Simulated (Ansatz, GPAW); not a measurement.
## One calculation of GaSb, 3 ways

```
Sb Ga
1.0
     0.00000    3.05900    3.05900
     3.05900    0.00000    3.05900
     3.05900    3.05900    0.00000
Sb Ga
1 1
Cartesian
  4.5885 4.5885 4.5885
  0.0000 0.0000 0.0000
```

Alike in all runs: task band structure; functional revPBE; k mesh 8 × 8 × 8; occupations fermi-dirac, width 0.05 eV; no spin polarisation; no spin-orbit coupling. Pressure is positive in compression and, in plane waves, holds the error of the finite cutoff, which Ansatz's Pulay term estimates and takes out. Gaps are the smaller of the mesh's and the band path's.

| program and potentials | plane-wave cutoff (eV) | notes | band gap (eV) | pressure (GPa) |
| --- | --- | --- | --- | --- |
| Ansatz, Ansatz PAW | 420 | potentials made for PBE, which Ansatz adapts in part; 14 valence electrons an atom on average; Pulay term of +0.04 GPa included | 0.11 | 3.47 |
| Ansatz, all-electron LAPW, scalar-relativistic | - | - | 0.12 | 3.46 |
| GPAW, the program's PAW data sets (release 1.2.1) made for this functional | 600 | 9 valence electrons an atom on average | 0.16 | 3.51 |

The band gap spans 0.11 (Ansatz, Ansatz PAW) to 0.16 eV (GPAW, the program's PAW data sets (release 1.2.1) made for this functional), with all-electron results at 0.12. The pressure spans 3.46 (Ansatz, all-electron LAPW, scalar-relativistic) to 3.51 GPa (GPAW, the program's PAW data sets (release 1.2.1) made for this functional), with all-electron results at 3.46. Some sets were made for another functional than the one run, which can shift their rows. Spin-orbit coupling, left out here, moves the band edges of heavy atoms.

Differences between rows come from potentials, basis sets and numerical settings, since the functional is the same but for its coding. Runs on potential files found faulty are left out.
